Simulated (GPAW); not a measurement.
# CdTe (F-43m) in GPAW: settings compared, part 2 of 2

GPAW 26.7.0. Earlier steps stand in the parts before.

## (5) Single point, GLLB-SC

Contents of run.py:

```python
from ase import Atoms
from ase.dft.bandgap import bandgap
from ase.io import write
from gpaw import GPAW, PW

atoms = Atoms(['Te', 'Cd'],
              cell=[[0.0, 3.205, 3.205],
                    [3.205, 0.0, 3.205],
                    [3.205, 3.205, 0.0]],
              scaled_positions=[[0.75, 0.75, 0.75],
                                [0.0, 0.0, 0.0]],
              pbc=True)

calc = GPAW(mode=PW(400),
            xc='GLLBSC',
            kpts={'size': (6, 6, 6), 'gamma': True},
            occupations={'name': 'fermi-dirac', 'width': 0.05},
            nbands=18,
            convergence={'density': 1e-05, 'energy': 1e-05},
            maxiter=80,
            txt='gpaw.txt')
atoms.calc = calc
energy = atoms.get_potential_energy()
calc.write('gs.gpw')
write('result.traj', atoms)
print('Fermi level:', round(calc.get_fermi_level(), 4), 'eV')
print(f'Gap: {bandgap(calc)[0]:.4f} eV, direct: {bandgap(calc, direct=True)[0]:.4f} eV')
```

Potentials or basis: the program's PAW data sets (release 1.2.1) made for this functional, pw.

Command:

```sh
> OMP_NUM_THREADS=1 python run.py
```

gpaw.txt:

```text
___ ___ ___ _ _ _
 |   |   |_  | | | |
 | | | | | . | | | |
 |__ |  _|___|_____|  26.7.0
 |___|_|

Input parameters:
  convergence: {density: 1e-05,
                energy: 1e-05}
  kpts: {gamma: True,
         size: (6, 6, 6)}
  maxiter: 80
  mode: {ecut: 400.0,
         name: pw}
  nbands: 18
  occupations: {name: fermi-dirac,
                width: 0.05}
  xc: GLLBSC

System changes: positions, numbers, cell, pbc, initial_charges, initial_magmoms

Initialize ...

species:
  Te:
    name:    Tellurium
    Z:       52.0
    valence: 6
    core:    46
    charge:  0.0  # [|e|]
    compensation charges:
      type: gauss
      rc: 0.36  # [Å]
      lmax: 2
    cutoffs:
      filter: 2.09  # [Å]
      core: 3.17  # [Å]
    projectors
    | kind |    occ | energy [eV] | rcut [Å] |
    |------|--------|-------------|----------|
    |   5s |  2.000 |     -17.259 |    1.180 |
    |   5p |  4.000 |      -8.515 |    1.196 |
    |    s |        |       9.952 |    1.180 |
    |    p |        |      18.697 |    1.196 |
    |    d |        |       0.000 |    1.238 |

    Using partial waves for Te as LCAO basis

  Cd:
    name:    Cadmium
    Z:       48.0
    valence: 12
    core:    36
    charge:  0.0  # [|e|]
    compensation charges:
      type: gauss
      rc: 0.38  # [Å]
      lmax: 2
    cutoffs:
      filter: 2.12  # [Å]
      core: 2.62  # [Å]
    projectors
    | kind |    occ | energy [eV] | rcut [Å] |
    |------|--------|-------------|----------|
    |   5s |  2.000 |      -8.047 |    1.191 |
    |   5p |  0.000 |      -3.235 |    1.228 |
    |   4d | 10.000 |     -14.478 |    1.164 |
    |    s |        |      19.165 |    1.191 |
    |    p |        |      23.976 |    1.228 |
    |    d |        |      12.733 |    1.164 |

    Using partial waves for Cd as LCAO basis

Reference energy: -336813.756681  # eV

Spin-paired calculation

Convergence criteria:
 Maximum [total energy] change in last 3 cyles: 1e-05 eV / valence electron
 Maximum integral of absolute [dens]ity change: 1e-05 electrons / valence electron
 Maximum integral of absolute [eigenst]ate change: 4e-08 eV^2 / valence electron
 Maximum number of scf [iter]ations: 80
 (Square brackets indicate name in SCF output, whereas a 'c' in
 the SCF output indicates the quantity has converged.)

Symmetries present (total): 24

  ( 1  0  0)  ( 1  0  0)  ( 1  0 -1)  ( 1  0 -1)  ( 1 -1  0)  ( 1 -1  0)
  ( 0  1  0)  ( 0  0  1)  ( 0  1 -1)  ( 0  0 -1)  ( 0 -1  1)  ( 0 -1  0)
  ( 0  0  1)  ( 0  1  0)  ( 0  0 -1)  ( 0  1 -1)  ( 0 -1  0)  ( 0 -1  1)

  ( 0  1  0)  ( 0  1  0)  ( 0  1 -1)  ( 0  1 -1)  ( 0  0  1)  ( 0  0  1)
  ( 1  0  0)  ( 0  0  1)  ( 1  0 -1)  ( 0  0 -1)  ( 1  0  0)  ( 0  1  0)
  ( 0  0  1)  ( 1  0  0)  ( 0  0 -1)  ( 1  0 -1)  ( 0  1  0)  ( 1  0  0)

  ( 0  0 -1)  ( 0  0 -1)  ( 0 -1  1)  ( 0 -1  1)  ( 0 -1  0)  ( 0 -1  0)
  ( 1  0 -1)  ( 0  1 -1)  ( 1 -1  0)  ( 0 -1  0)  ( 1 -1  0)  ( 0 -1  1)
  ( 0  1 -1)  ( 1  0 -1)  ( 0 -1  0)  ( 1 -1  0)  ( 0 -1  1)  ( 1 -1  0)

  (-1  1  0)  (-1  1  0)  (-1  0  1)  (-1  0  1)  (-1  0  0)  (-1  0  0)
  (-1  0  1)  (-1  0  0)  (-1  1  0)  (-1  0  0)  (-1  1  0)  (-1  0  1)
  (-1  0  0)  (-1  0  1)  (-1  0  0)  (-1  1  0)  (-1  0  1)  (-1  1  0)

216 k-points: 6 x 6 x 6 Monkhorst-Pack grid + [1/12,1/12,1/12]
16 k-points in the irreducible part of the Brillouin zone
       k-points in crystal coordinates                weights
   0:     0.00000000    0.00000000    0.00000000          1/216
   1:     0.16666667    0.16666667    0.00000000          6/216
   2:     0.16666667    0.16666667    0.16666667          8/216
   3:     0.33333333    0.16666667    0.16666667         12/216
   4:     0.33333333    0.33333333   -0.33333333         12/216
   5:     0.33333333    0.33333333    0.00000000          6/216
   6:     0.33333333    0.33333333    0.16666667         24/216
   7:     0.33333333    0.33333333    0.33333333          8/216
   8:     0.50000000    0.33333333   -0.33333333         24/216
   9:     0.50000000    0.33333333   -0.16666667         12/216
          ...
  15:     0.50000000    0.50000000    0.50000000          4/216

Wave functions: Plane wave expansion
  Cutoff energy: 400.000 eV
  Number of coefficients (min, max): 1176, 1243
  Pulay-stress correction: 0.000000 eV/Ang^3 (de/decut=0.000000)
  Using FFTW library
  ScaLapack parameters: grid=1x1, blocksize=None
  Wavefunction extrapolation:
    Improved wavefunction reuse through dual PAW basis

Occupation numbers: Fermi-Dirac:
  width: 0.0500  # eV

Eigensolver
   Davidson(niter=2)

Densities:
  Coarse grid: 21*21*21 grid
  Fine grid: 42*42*42 grid
  Total Charge: 0.000000

Density mixing:
  Method: separate
  Backend: msr1
  Linear mixing parameter: 0.05
  old densities: 10
  Width of damping distribution: 1.1
  Damping of long wavelength oscillations: 20

Hamiltonian:
  XC and Coulomb potentials evaluated on a 42*42*42 grid
  Using the GLLBSC Exchange-Correlation functional
  External potential:
    NoExternalPotential

XC parameters: GLLBSC functional being used consists of
  -----------------------------------------------------------------------
  | Weight | Module     | Description                                   |
  -----------------------------------------------------------------------
  |  1.000 | SCREENING  | GGA_X_PBE_SOL with 2 nearest neighbor stencil |
  |  1.000 | RESPONSE   | eps=0.0500 eV                                 |
  |  1.000 | XC         | GGA_C_PBE_SOL with 2 nearest neighbor stencil |
  -----------------------------------------------------------------------

Number of atoms: 2
Number of atomic orbitals: 13
Number of bands in calculation: 18
Number of valence electrons: 18
Bands to converge: occupied

... initialized

Initializing position-dependent things.

Density initialized from atomic densities
Creating initial wave functions:
  13 bands from LCAO basis set
  5 bands from random numbers

                      Te

       Cd

Atomic positions and initial magnetic moments

Positions:
   0 Te     4.807500    4.807500    4.807500    ( 0.0000,  0.0000,  0.0000)
   1 Cd     0.000000    0.000000    0.000000    ( 0.0000,  0.0000,  0.0000)

Unit cell:
           periodic     x           y           z      points  spacing
  1. axis:    yes    0.000000    3.205000    3.205000    21     0.1762
  2. axis:    yes    3.205000    0.000000    3.205000    21     0.1762
  3. axis:    yes    3.205000    3.205000    0.000000    21     0.1762

  Lengths:   4.532554   4.532554   4.532554
  Angles:   60.000000  60.000000  60.000000

Effective grid spacing dv^(1/3) = 0.1923

iter:   1    -5.439034
iter:   2    -5.570744   -1.00  -1.31
iter:   3    -5.469188   -1.47  -1.16
iter:   4    -5.819571   -1.78  -1.44
iter:   5    -5.628951   -1.71  -1.36
iter:   6    -5.803495   -2.79  -1.81
iter:   7    -5.657351   -2.00  -1.75
iter:   8    -5.637163   -2.72  -1.67
iter:   9    -5.640579   -3.35  -1.78
iter:  10    -5.651392   -3.84  -2.22
iter:  11    -5.650351   -5.02  -2.86
iter:  12    -5.653316   -4.65  -2.86
iter:  13    -5.652141   -5.82  -3.61
iter:  14    -5.649677   -6.52  -3.70
iter:  15    -5.647656   -6.74  -3.81
iter:  16    -5.648112   -7.42c -4.20
iter:  17    -5.647820   -8.04c -4.66
iter:  18    -5.647858   -8.62c -4.96
iter:  19    -5.647810c  -9.02c -5.12c

Converged after 19 iterations.

Dipole moment: (4.559120, 4.559120, 4.559120) |e|*Ang

Energy contributions relative to reference atoms: (reference = -336813.756681)

Kinetic:        +55.497400
Potential:      -49.649280
External:        +0.000000
XC:             -10.900969
Entropy (-ST):   -0.000000
Local:           -0.594961
SIC:             +0.000000
--------------------------
Free energy:     -5.647810
Extrapolated:    -5.647810

GLLBSC response reference energy: 3.16299 eV (from HOMO)

Showing only first 2 kpts
 Kpt  Band  Eigenvalues  Occupancy
  0     7      3.16294    1.99999
  0     8      3.16294    1.99999
  0     9      4.31324    0.00004
  0    10      7.90003    0.00000

  1     7      2.54341    2.00000
  1     8      2.54341    2.00000
  1     9      5.93159    0.00000
  1    10      7.03200    0.00000

Fermi level: 3.76689

Gap: 1.150 eV
Transition (v -> c):
  (s=0, k=0, n=8, [0.00, 0.00, 0.00]) -> (s=0, k=0, n=9, [0.00, 0.00, 0.00])
No difference between direct/indirect transitions
Writing to gs.gpw (mode='')
```

It took 16 s on 1 thread of Arm Neoverse V1, shared host; peak memory 0.14 GiB.

The run converged, but some of its settings lie outside the range that counts as converged, so its numbers aren't taken as properties of the crystal.

Results:

```yaml
Band_gap_on_the_k_mesh_Kohn-Sham_part_alone: 1.15 eV, direct
```

Caveat: a model potential gives levels but no total energy; spin-orbit coupling is left out, which moves the levels of the heavy elements.

## (6) Overview

| level | potentials or basis | V0 of scaled cells (Å³/atom) | B0 (GPa) |
| --- | --- | --- | --- |
| vdW-DF | GPAW PAW data sets (gpaw-data 1.2.1), pw | - | - |
| revPBE+D3 | the program's PAW data sets (release 1.2.1) made for this functional, pw | 34.19 | 39 |
| BP86+D4 | PAW data sets generated in the run's folder for this functional, pw | 33.24 | 45 |

Alike in all rows: task equation of state; no spin polarisation; cell as given; k mesh 6 × 6 × 6; cutoff (eV) 600; smearing fermi-dirac 0.05 eV.

Caveats: the minimum lies outside the volumes run (some runs); the PAW data sets were made with another functional, which shifts forces and pressure a little (some runs).

Total energies depend on the potentials used, so only differences within one code and one set of settings carry meaning.

## (7) Against experiment

Step 3. Against the measured bulk modulus of CdTe, 42 GPa (powder; quoted in “Multiscale insight into the Cd1-xZnxTe vibrational-mechanical properties -- High-pressure experiments and ab initio calculations”, 2023, arxiv:2306.14539), the calculated 39 GPa is off by -7.0 %. The fit is for a static lattice scaled at fixed shape and fixed fractional positions.

Step 4. Against the measured bulk modulus of CdTe, 42 GPa (powder; quoted in “Multiscale insight into the Cd1-xZnxTe vibrational-mechanical properties -- High-pressure experiments and ab initio calculations”, 2023, arxiv:2306.14539), the calculated 45 GPa is off by +7.5 %. The fit is for a static lattice scaled at fixed shape and fixed fractional positions.
